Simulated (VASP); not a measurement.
Wanted: the native input for a VASP 6.6.1 run.

- Task: single point
- Functional: LDA
- Potentials or basis: VASP PAW LDA potentials, release 64 (K_sv, F)
- Cutoff: 520 eV
- k mesh: 8 × 8 × 8
- Occupations: gaussian, width 0.05 eV
- Spin: no spin polarisation
- Dipole correction: no
- Further INCAR settings: ALGO = Fast; EDIFF = 1e-06; NBANDS = 15

The structure of KF lies in POSCAR:

```
KF
1.0
    0.0000000000      2.6735000000      2.6735000000
    2.6735000000      0.0000000000      2.6735000000
    2.6735000000      2.6735000000      0.0000000000
K F
1 1
Direct
    0.0374041519     -0.0374041519     -0.0374041519
    0.5000000000      0.5000000000      0.5000000000
```

The cell isn't the ideal one: all K atoms moved -0.200 Å, as atom 1 along Cartesian [1 0 0].

The input as run:

INCAR

```
ALGO     = Fast           # electronic algorithm
EDIFF    = 1E-6           # SCF threshold, eV
ENCUT    = 520            # plane-wave cutoff, eV
ISIF     = 2              # what is computed and relaxed
ISMEAR   = 0              # smearing method
LASPH    = True           # aspherical terms in the spheres
LCHARG   = False          # write CHGCAR
LREAL    = False          # projectors in reciprocal space
LWAVE    = False          # write WAVECAR
NBANDS   = 15             # bands
NELM     = 80             # most SCF steps
PREC     = Accurate       # precision mode
SIGMA    = 0.05           # smearing width, eV
```

KPOINTS

```
k-points
0
Gamma
  8 8 8
```

Potentials or basis: VASP PAW LDA potentials, release 64 (K_sv, F).

Launch:

```sh
$ cat potpaw_LDA.64/K_sv/POTCAR potpaw_LDA.64/F/POTCAR > POTCAR
$ mpirun -np 1 vasp_std > vasp.out
```

Results of the run:

```yaml
Pressure: -2.8 GPa
Largest_force: 0.308 eV/Å
Band_gap_on_the_k_mesh: 5.79 eV, direct
```

Wall time 24 s on 1 thread of Intel(R) Xeon(R) Platinum 8488C (Sapphire Rapids), with other jobs on the host, peak memory 0.15 GiB.
